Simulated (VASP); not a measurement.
Data:

```
CELL_PARAMETERS angstrom
      4.18821     0.00000     0.00000
      0.00000     4.18821     0.00000
      0.00000     0.00000     4.18821
ATOMIC_POSITIONS crystal
  Ba 0.00000 0.00000 0.00000
  Sn 0.50000 0.50000 0.50000
  O  0.50000 0.00000 0.50000
  O  0.00000 0.50000 0.50000
  O  0.50000 0.50000 0.00000
```

Calculation: PBE GGA, VASP's PBE PAW potentials (set 64) (plane waves; VASP 6.6.1). Settings: 520 eV cut-off, 6×6×6 Γ-centred mesh, tetrahedra with Blöchl corrections, potentials Ba_sv Sn_d O.

The cores are frozen, which limits the accuracy of field gradients.

Q: Give the principal components of the electric field gradient (V/Å²) and the asymmetry η at each nucleus.

A: 
| atom | Vxx | Vyy | Vzz | η |
|---|---|---|---|---|
| Ba1 | 0.0 | 0.0 | 0.0 | - |
| Sn2 | 0.0 | 0.0 | 0.0 | - |
| O3 | -56.8 | -56.8 | 113.6 | 0.00 |
| O4 | -56.8 | -56.8 | 113.6 | 0.00 |
| O5 | -56.8 | -56.8 | 113.6 | 0.00 |

The compound is BaSnO3 in the cubic perovskite structure. It was relaxed first, which changed the volume by +5 %.
